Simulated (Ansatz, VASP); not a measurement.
**BAs: VASP beside Ansatz**

Wanted: the spread between two codes on one cell, functional and k mesh. Of the first pair: The cell is a member of a volume series, scaled by 0.985 from a relaxed one, so a pressure remains. Valence electrons are named where the data sets of a main pair hold unlike numbers.

Calculated with Ansatz 0.2.0; plane waves, with VASP 6.6.1 beside it; single point at LDA and single point at r2SCAN.

## 1. The structure

It takes space group F-43m (No. 216, cubic). The conventional cell has a = 4.719 Å, b = 4.719 Å, c = 4.719 Å, α = 90.00°, β = 90.00°, γ = 90.00°. Nearest to As lie 4 B at 2.04 Å. Nearest to B lie 4 As at 2.04 Å. Farther neighbours are not listed.

Coordinates:

```cif
data_structure
_symmetry_space_group_name_H-M 'P 1'
_symmetry_Int_Tables_number 1
_cell_length_a 3.3366
_cell_length_b 3.3366
_cell_length_c 3.3366
_cell_angle_alpha 60.000
_cell_angle_beta 60.000
_cell_angle_gamma 60.000
_cell_volume 26.27
loop_
_atom_site_label
_atom_site_type_symbol
_atom_site_fract_x
_atom_site_fract_y
_atom_site_fract_z
_atom_site_occupancy
As1 As 0.75000 0.75000 0.75000 1
B2 B 0.00000 0.00000 0.00000 1
```

## 2. VASP: single point, LDA, volume scaled by 0.985

A single point gives forces, pressure and levels at one fixed geometry, so differences don't come from the geometry; what else differs is listed under the comparison.

Lines of VASP's logs that name or quote its potential files are left out, and so is its time.

The input asks for a relaxation, which ended at its first step since no free force or stress exceeded the threshold; so it serves as a single point.

Contents of INCAR:

```
SYSTEM = BAs
PREC = Accurate
ENCUT = 500
EDIFF = 1E-06
NELM = 100
ISMEAR = 0
SIGMA = 0.03
LREAL = .FALSE.
ALGO = Normal
GGA = CA
NBANDS = 10
LORBIT = 11
LWAVE = .FALSE.
LCHARG = .FALSE.
KPAR = 4
IBRION = 2
NSW = 30
ISIF = 4
EDIFFG = -0.01
```

Contents of POSCAR:

```
BAs
1.0
    0.0000000000      2.3593387815      2.3593387815
    2.3593387815      0.0000000000      2.3593387815
    2.3593387815      2.3593387815      0.0000000000
As B
1 1
Direct
    0.7500000000      0.7500000000      0.7500000000
    0.0000000000      0.0000000000      0.0000000000
```

Contents of KPOINTS:

```
Automatic mesh
0
Gamma
8 8 8
0 0 0
```

PAW data sets: As and B (LDA family, release 64).

The run is started by

```console
> mpirun -np 4 vasp_std
```

Numbers of over 12 decimals in the logs are rounded to 6 here.

What it wrote:

```text
[banner, memory and clock lines left out]
running    4 mpi-ranks, on    1 nodes
 distrk:  each k-point on    1 cores,    4 groups
 distr:  one band on    1 cores,    1 groups

 POSCAR found type information on POSCAR AsB
 POSCAR found :  2 types and       2 ions
 LDA part: xc-table for (Slater(with rela. corr.)+CA(PZ))
 , standard interpolation
 POSCAR, INCAR and KPOINTS ok, starting setup
 FFT: planning ... GRIDC
 FFT: planning ... GRID_SOFT
 FFT: planning ... GRID
 WAVECAR not read
 entering main loop
       N       E                     dE             d eps       ncg     rms          rms(c)
DAV:   1     0.100935798454E+02    0.10094E+02   -0.36997E+03   580   0.684E+02
DAV:   2    -0.132030446083E+02   -0.23297E+02   -0.22477E+02   862   0.106E+02
DAV:   3    -0.137240788817E+02   -0.52103E+00   -0.52044E+00   688   0.161E+01
DAV:   4    -0.137254618888E+02   -0.13830E-02   -0.13829E-02   706   0.915E-01
DAV:   5    -0.137254641373E+02   -0.22485E-05   -0.22485E-05   686   0.377E-02    0.529E+00
DAV:   6    -0.130247098697E+02    0.70075E+00   -0.18750E+00   634   0.606E+00    0.250E+00
DAV:   7    -0.129348916458E+02    0.89818E-01   -0.22655E-01   690   0.254E+00    0.908E-01
DAV:   8    -0.129211268926E+02    0.13765E-01   -0.25731E-02   636   0.897E-01    0.105E-01
DAV:   9    -0.129211491496E+02   -0.22257E-04   -0.75126E-04   676   0.185E-01    0.604E-02
DAV:  10    -0.129211555236E+02   -0.63740E-05   -0.85821E-05   642   0.557E-02    0.146E-02
DAV:  11    -0.129211569584E+02   -0.14348E-05   -0.16844E-06   672   0.945E-03    0.134E-02
DAV:  12    -0.129211567853E+02    0.17312E-06   -0.80351E-07   368   0.402E-03
   1 F= -.12921157E+02 E0= -.12921157E+02  d E =-.129212E+02
 curvature:   0.00 expect dE= 0.000E+00 dE for cont linesearch  0.000E+00
 trial: gam= 0.00000 g(F)=  0.365E-46 g(S)=  0.469E-33 ort = 0.000E+00 (trialstep = 0.100E+01)
 search vector abs. value=  0.100E-09
 reached required accuracy - stopping structural energy minimisation
```

OUTCAR, selected parts (step 2):

```text
ion  position               nearest neighbor table
   1  0.750  0.750  0.750-   2 2.04   2 2.04   2 2.04   2 2.04
   2  0.000  0.000  0.000-   1 2.04   1 2.04   1 2.04   1 2.04

  LATTYP: Found a face centered cubic cell.
 ALAT       =     4.7186775630

 Subroutine GETGRP returns: Found 24 space group operations
 (whereof 24 operations were pure point group operations)

The static configuration has the point symmetry T_d .

 Found     29 irreducible k-points:

   k-points           NKPTS =     29   k-points in BZ     NKDIM =     29   number of bands    NBANDS=     10

   dimension x,y,z NGX =    24 NGY =   24 NGZ =   24
   dimension x,y,z NGXF=    48 NGYF=   48 NGZF=   48

   ENCUT  =  500.0 eV  36.75 Ry    6.06 a.u.   6.08  6.08  6.08*2*pi/ulx,y,z

   NELECT =       8.0000    total number of electrons

 k-points in reciprocal lattice and weights: Automatic mesh
   0.00000000  0.00000000  0.00000000       0.002
   0.12500000  0.00000000  0.00000000       0.016
   0.25000000  0.00000000  0.00000000       0.016
   0.37500000  0.00000000  0.00000000       0.016
   0.50000000  0.00000000  0.00000000       0.008
   0.12500000  0.12500000  0.00000000       0.012
   0.25000000  0.12500000  0.00000000       0.047
   0.37500000  0.12500000  0.00000000       0.047
   0.50000000  0.12500000  0.00000000       0.047
[...]
-0.37500000  0.50000000  0.12500000       0.023
  -0.25000000  0.50000000  0.25000000       0.012

 average (electrostatic) potential at core
       1 -51.6077       2 -31.4769

 E-fermi :   6.7437

 k-point     1 :       0.0000    0.0000    0.0000
  band No.  band energies     occupation
      1      -9.1360      2.00000
      2       6.5803      2.00000
      3       6.5803      2.00000
      4       6.5803      2.00000
      5       9.8775      0.00000
      6       9.8775      0.00000
      7       9.8775      0.00000
      8      11.7483      0.00000
      9      16.1244      0.00000
    ...

 k-point     2 :       0.1250    0.0000    0.0000
  band No.  band energies     occupation
      1      -8.8719      2.00000
      2       4.5884      2.00000
      3       6.1239      2.00000
      4       6.1239      2.00000
      5      10.0850      0.00000
      6      10.4744      0.00000
      7      10.4744      0.00000
      8      12.8933      0.00000
      9      17.1106      0.00000
    ...

 k-point     3 :       0.2500    0.0000    0.0000
  band No.  band energies     occupation
      1      -8.1017      2.00000
      2       1.5396      2.00000
      3       5.3900      2.00000
      4       5.3900      2.00000
      5       9.8257      0.00000
      6      11.2823      0.00000
      7      11.2823      0.00000
      8      14.6449      0.00000
      9      17.9076      0.00000
    ...

  Total        0.3745849      0.3745849      0.3745849      0.0000000      0.0000000     -0.0000000
  in kB       22.8486198     22.8486198     22.8486198      0.0000000      0.0000000     -0.0000000
  external PRESSURE =      22.8486198 kB  Pullay stress =       0.0000000 kB

  energy-cutoff  :      500.00
  volume of cell :       26.27
      direct lattice vectors                 reciprocal lattice vectors
     0.000000000  2.359338781  2.359338781    -0.211923783  0.211923783  0.211923783
     2.359338781  0.000000000  2.359338781     0.211923783 -0.211923783  0.211923783
     2.359338781  2.359338781  0.000000000     0.211923783  0.211923783 -0.211923783

 POSITION                                       TOTAL-FORCE (eV/Angst)
 -----------------------------------------------------------------------------------
      3.53901      3.53901      3.53901        -0.000000     -0.000000     -0.000000
      0.00000      0.00000      0.00000         0.000000      0.000000      0.000000
 -----------------------------------------------------------------------------------
    total drift:                               -0.000000     -0.000000     -0.000000

  FREE ENERGIE OF THE ION-ELECTRON SYSTEM (eV)
  ---------------------------------------------------
  free  energy   TOTEN  =       -12.9211567853 eV

  energy  without entropy=      -12.9211567853  energy(sigma->0) =      -12.92115679

 reached required accuracy - stopping structural energy minimisation

 total charge
# of ion       s       p       d       tot
------------------------------------------
    1        1.178   1.705   0.094   2.977
    2        0.656   1.222   0.000   1.878
--------------------------------------------------
tot          1.833   2.928   0.094   4.855

[... 3 further parts left out ...]
```

The gap is read on the k-mesh alone, so it is an upper bound where the band edges lie off the mesh. The run keeps the 24 symmetry operations of its start, so it cannot find a distortion of lower symmetry.

## 3. Ansatz: single point, LDA, volume scaled by 0.985

Ansatz runs on its default PAW (the set named soft_2) files.

The same cell, functional (in two slightly different forms), mesh and smearing now go to Ansatz, which takes its cutoff from its data sets.

Contents of input.yaml:

```yaml
crystal:
  lattice:
    - [0.0, 2.35933878, 2.35933878]
    - [2.35933878, 0.0, 2.35933878]
    - [2.35933878, 2.35933878, 0.0]
  atoms:
    - { symbol: As, position: [0.75, 0.75, 0.75] }
    - { symbol: B, position: [0.0, 0.0, 0.0] }
hamiltonian:
  xc: lda
  pseudopotentials: { kind: paw }
kpoints:
  mp_grid: { grid: [8, 8, 8] }
scf:
  occupations: { method: gaussian, width: 0.03 }
  n_extra_bands: 4
output:
  forces: true
  stress: true
  eigenvalues: true
```

The run is started by

```console
> ansatz run input.yaml --threads 2 --pin off --max-ram 4608MiB --backend cpu --events-out ev --progress --plain --runs-dir out
```

What it wrote:

```text
scf.n_extra_bands = 4 over 9 filled bands (N_el = 18.0): the run solves 13 bands
Engine: ansatz 0.2.0, aarch64-unknown-linux-gnu
Pseudopotentials: kind: paw
Pseudopotential: As, paw, valence charge 15, recommended cutoff 420 eV (normal), As.paw.azcp
Pseudopotential: B, paw, valence charge 3, recommended cutoff 420 eV (normal), B.paw.azcp
Functional definition: SPW92
  exchange = slater_x
  correlation = pw_c
Crystal: 2 atoms, lattice volume = 26.266 Å³
Basis set: ecut = 420 eV, 531 PW (Γ)
Bands: 13, of which v1, the nominal top of the filled ones, is band 9 counted from 1 (8 counted from 0)
Symmetry: 24 space group operations
Space group: F-43m (ITA 216), of the structure as read, at distance tolerance 3.0e-5 Å
k-points: 29 of 512 (time reversal used)
Non-local potential: As, projectors of the file, l = 0: 2, l = 1: 2, l = 2: 3, l = 3: 1
Non-local potential: B, projectors of the file, l = 0: 2, l = 1: 2, l = 2: 1
PAW form: soft (Blöchl's): semilocal exchange-correlation on the pseudo side does not see the compensation charge
PAW frozen core: As, regenerated for the run's functional, and the local potential with it (the file was generated under x = pbe(κ = 0.804, μ = 0.219515), c = pbe(β = 0.066725))
PAW frozen core: B, regenerated for the run's functional, and the local potential with it (the file was generated under x = pbe(κ = 0.804, μ = 0.219515), c = pbe(β = 0.066725))
PAW one-centre angular grid: As, 590 points (default); XC on 64 Gauss nodes
PAW one-centre angular grid: B, 110 points (default); XC on 64 Gauss nodes
Initial density: superposition of atomic densities (neutral atoms: chi_scale 0, normalization atom), corrected by the library's trained network
Initial wavefunctions: pseudopotential atomic-orbital guess
Functional: x = slater, c = lda
SCF iter   1: F=—  HF=-4923.530298 eV  |F-HF|=—  |Δ(HF+E_count)|=         —  Δρ=7.28e-3  dr2=1.35e-2  ethr=1.77e-3  ⟨swp⟩=5.8  Hψ=2099  notcnv=0
preconditioner: auto → none  [insulator: Δε(μ)=1.109 eV  Ē_g=12.648 eV  σ=0.030 eV  W_gap=1.00  n_scr=8 (ndim 8)  ℏωp=20.5 eV  f_vac=0.000  D(μ)=0.00/eV (n_scr^D=0)  ε∞_Penn≈3.6]
SCF iter   2: F=—  HF=-4923.525967 eV  |F-HF|=—  |Δ(HF+E_count)|=   4.33e-3  Δρ=2.15e-3  dr2=6.34e-4  ethr=7.52e-5  ⟨swp⟩=2.0  Hψ=742  notcnv=0
SCF iter   3: F=—  HF=-4923.525661 eV  |F-HF|=—  |Δ(HF+E_count)|=   3.06e-4  Δρ=1.04e-3  dr2=1.17e-4  ethr=3.52e-6  ⟨swp⟩=2.0  Hψ=724  notcnv=0
SCF iter   4: F=—  HF=-4923.525640 eV  |F-HF|=—  |Δ(HF+E_count)|=   2.11e-5  Δρ=4.27e-4  dr2=1.87e-5  ethr=6.51e-7  ⟨swp⟩=1.0  Hψ=377  notcnv=0
SCF iter   5: F=—  HF=-4923.525634 eV  |F-HF|=—  |Δ(HF+E_count)|=   5.66e-6  Δρ=9.23e-5  dr2=9.01e-7  ethr=1.04e-7  ⟨swp⟩=2.2  Hψ=596  notcnv=0
SCF iter   6: F=-4923.525634 eV  HF=-4923.525634 eV  |F-HF|=1.40e-9  |Δ(HF+E_count)|=   1.36e-7  Δρ=9.09e-6  dr2=7.80e-9  ethr=5.56e-10  ⟨swp⟩=4.8  Hψ=1514  notcnv=0
SCF 1 converged in 6 iterations: F = -4923.525634 eV  dr2 = 7.80e-9
  greatest PAW one-centre occupation: 0.999 electrons in one spin orbital (limit 2), on the As atom at site 0 (counted from 0), in its partial waves of l = 2
SCF converged after 6 iterations
Free energy (F): -4923.525634 eV
Harris-Foulkes:  -4923.525634 eV  (|F-HF|=1.40e-9)
Internal energy: -4923.525634 eV  (E = F + TS)
E sigma→0 (E₀):  -4923.525634 eV
Fermi energy:    11.993306 eV
--- Per-component energies (eV) ---
  E_band       = -207.256931
  E_kinetic    = 154.278354
  E_local      = -1670.602426  (includes V_loc(G=0)·N_el)
  E_nonlocal   = -651.890428
  E_hartree    = 929.242409
  E_xc         = -111.687908
  E_vxc        = -118.700705  (∫ρ·V_xc dr)
  E_paw        = -1827.881282  (= ΣΔE_a)
  E_vpaw       = 221.174411  (= ΣTr[D̂ρ^β])
  E_aug_tail   = 0.000007  (compensation charges beyond the density's cutoff)
  E_ewald      = -1747.105425
  E_core_change = 2.121064  (= ΣΔE_core)
  E_smearing   = -0.000000  (= −TS)
  E_closure    = 0.000000  (closes the sum)
  Σ components = -4923.525634   (vs F -4923.525634, Δ=0.00e0)
--- Forces (eV/Å), atoms counted from 1 ---
  atom   1  As    -0.00000000     0.00000000     0.00000000
  atom   2  B     -0.00000000     0.00000000    -0.00000000
  max |Σ_I F_I| component: 5.98e-16 eV/Å
--- Stress (GPa, compression-positive) ---
        1.283842       0.000000      -0.000000
        0.000000       1.283842       0.000000
       -0.000000       0.000000       1.283842
  P = ⅓ Tr σ = 1.2838 GPa (12.838 kbar)
--- Band table (eV; the first three rows and the last of 29) ---
  k-point 0: bands = [... 5 lower, -4.2937, 11.4368, 11.4368, 11.4368, 14.7376, 14.7376, 14.7376, 16.5581]
  k-point 1: bands = [... 5 lower, -4.0298, 9.4437, 10.9814, 10.9814, 14.9337, 15.3348, 15.3348, 17.7268]
  k-point 2: bands = [... 5 lower, -3.2603, 6.3982, 10.2486, 10.2486, 14.6670, 16.1464, 16.1464, 19.5054]
  k-point 28: bands = [... 5 lower, 0.1921, 3.3455, 5.7131, 6.0187, 16.6484, 17.4973, 18.2283, 18.7196]
```

Run time: 1.2 s. Hardware: 2 threads of Arm Neoverse N1, shared host; peak memory 0.27 GiB.

The run ends at a pressure of 1.28 GPa.

## 4. Differences

Known differences besides the potentials themselves: the two LDA forms differ slightly; the data sets hold 18 valence electrons in Ansatz (on its default PAW (the set named soft_2) files) and 8 in VASP; the cutoff is 420 eV in Ansatz and 500 eV in VASP; VASP's log shows a relativistic correction to its local exchange, Ansatz's none. Total energies have different zeros and are not compared.

Compared:

```
                                        quantity  Ansatz   VASP  difference
                                  pressure (GPa)    1.28   2.28       -1.00
pressure without Ansatz's Pulay correction (GPa)    1.16   2.28       -1.12
                          gap on the k mesh (eV)   1.113  1.106      +0.008
```

A gap on the mesh is an upper bound, since the band edges may lie between its points. Ansatz's pressure holds a Pulay correction of 0.12 GPa; VASP's holds none.

## 5. Further runs

Further runs change the set-up of one program: Ansatz's method, potentials or start, or VASP's data sets, cutoff or form of LDA. The table gives Ansatz less VASP for each quantity, since a change that brings one quantity closer may part another.

| run | pressure (GPa) | gap on the k mesh (eV) | pressure without Ansatz's Pulay correction (GPa) |
| --- | --- | --- | --- |
| as above | -1.0 | 0.0079 | -1.1 |
| cores kept as stored | -0.77 | 0.0078 | -0.89 |
| Ansatz's all-electron LAPW method | -1.0 | 0.0098 |  |
| Ansatz's larger PAW set (cutoff 760 eV) | -1.0 | 0.0090 |  |
| norm-conserving potentials (cutoff 1088 eV) | -1.0 | 0.019 | -1.3 |

## 6. Ansatz: single point, LDA, volume scaled by 1.03

A single point gives forces, pressure and levels at one fixed geometry, so differences don't come from the geometry; what else differs is listed under the comparison. The cell compared in this pair holds 27.47 Å³, against 26.27 Å³ for the pair before.

The cell is a member of a volume series, scaled by 1.03 from a relaxed one, so a pressure remains.

input.yaml, the sections that differ from step 3:

```yaml
crystal:
  lattice:
    - [0.0, 2.39473413, 2.39473413]
    - [2.39473413, 0.0, 2.39473413]
    - [2.39473413, 2.39473413, 0.0]
  atoms:
    - { symbol: As, position: [0.75, 0.75, 0.75] }
    - { symbol: B, position: [0.0, 0.0, 0.0] }
# hamiltonian, kpoints, scf, output: as in step 3
```

What it wrote:

```text
[...]
Crystal: 2 atoms, lattice volume = 27.466 Å³
Basis set: ecut = 420 eV, 537 PW (Γ)
Bands: 13, of which v1, the nominal top of the filled ones, is band 9 counted from 1 (8 counted from 0)
Symmetry: 24 space group operations
[...]
k-points: 29 of 512 (time reversal used)
[...]
--- Band table (eV; the first three rows and the last of 29) ---
  k-point 0: bands = [... 5 lower, -4.6037, 10.7176, 10.7176, 10.7176, 13.9605, 13.9605, 13.9605, 15.2652]
  k-point 1: bands = [... 5 lower, -4.3505, 8.7678, 10.2844, 10.2844, 14.0395, 14.5306, 14.5306, 16.5610]
  k-point 2: bands = [... 5 lower, -3.6142, 5.8219, 9.5816, 9.5816, 13.7091, 15.3253, 15.3253, 18.4701]
  k-point 28: bands = [... 5 lower, -0.3733, 2.8290, 5.2679, 5.5630, 15.9140, 16.5281, 17.4062, 17.7166]
[key lines of the parts left out:]
SCF converged after 6 iterations
Free energy (F): -4923.511050 eV
Fermi energy:    11.292373 eV
P = ⅓ Tr σ = -4.9347 GPa (-49.347 kbar)
```

Wall time 1.1 s (2 threads); peak memory 0.27 GiB.

The run ends at a pressure of -4.93 GPa.

## 7. VASP: single point, LDA, volume scaled by 1.03

The same cell, functional (in two slightly different forms), mesh and smearing now go to VASP, with its own data sets.

The input asks for a relaxation, which ended at its first step since no free force or stress exceeded the threshold; so it serves as a single point.

INCAR: that of step 2 with these lines changed.

```diff
@@ -3,3 +3,3 @@
 ENCUT = 500
-EDIFF = 1E-06
+EDIFF = 1E-07
 NELM = 100
@@ -16,4 +16,4 @@
 IBRION = 2
-NSW = 30
+NSW = 50
 ISIF = 4
-EDIFFG = -0.01
+EDIFFG = -0.002
```

Contents of POSCAR:

```
BAs
1.0
    0.0000000000      2.3947341337      2.3947341337
    2.3947341337      0.0000000000      2.3947341337
    2.3947341337      2.3947341337      0.0000000000
As B
1 1
Direct
    0.7500000000      0.7500000000      0.7500000000
    0.0000000000      0.0000000000      0.0000000000
```

KPOINTS is that of step 2.

The run is started by

```console
> mpirun -np 4 vasp_std
```

What it wrote:

```text
[... set-up lines as in an earlier step ...]
 entering main loop
       N       E                     dE             d eps       ncg     rms          rms(c)
DAV:   1     0.110510135578E+02    0.11051E+02   -0.39161E+03   580   0.693E+02
DAV:   2    -0.129787041585E+02   -0.24030E+02   -0.23117E+02   840   0.105E+02
DAV:   3    -0.136192285419E+02   -0.64052E+00   -0.63980E+00   704   0.173E+01
DAV:   4    -0.136208838073E+02   -0.16553E-02   -0.16552E-02   690   0.982E-01
[...]
DAV:  11    -0.129136725414E+02   -0.13988E-05   -0.15465E-06   696   0.914E-03    0.120E-02
DAV:  12    -0.129136723852E+02    0.15621E-06   -0.80894E-07   650   0.399E-03    0.277E-03
DAV:  13    -0.129136723872E+02   -0.20291E-08   -0.31493E-08   360   0.128E-03
   1 F= -.12913672E+02 E0= -.12913672E+02  d E =-.129137E+02
[...]
reached required accuracy - stopping structural energy minimisation
```

OUTCAR, selected parts (step 7):

```text
  Total       -0.7063446     -0.7063446     -0.7063446      0.0000000      0.0000000      0.0000000
  in kB      -41.2026663    -41.2026663    -41.2026663      0.0000000      0.0000000      0.0000000
  external PRESSURE =     -41.2026663 kB  Pullay stress =       0.0000000 kB

 POSITION                                       TOTAL-FORCE (eV/Angst)
 -----------------------------------------------------------------------------------
      3.59210      3.59210      3.59210        -0.000000      0.000000     -0.000000
      0.00000      0.00000      0.00000         0.000000     -0.000000      0.000000
 -----------------------------------------------------------------------------------
    total drift:                                0.000000      0.000000      0.000000

  FREE ENERGIE OF THE ION-ELECTRON SYSTEM (eV)
  ---------------------------------------------------
  free  energy   TOTEN  =       -12.9136723872 eV

  energy  without entropy=      -12.9136723872  energy(sigma->0) =      -12.91367239

[... 2 parts as in an earlier step ...]

[... 2 further parts left out ...]
[key lines of the parts left out:]
E-fermi :   6.2164
```

[end of part 1 of 2]

[Lines on the potential files, build, host, timing and source positions are cut from VASP's logs without a mark.]

[Logs are printed without paths, hosts, clocks, repeated set-up lines and the standing remarks that a program may print on its own settings, such as how far it seeks lower states.]

[Hosts, paths, dates, database ids (printed as entryN), source tags and the programs' standing remarks are cut or masked in the printed files.]
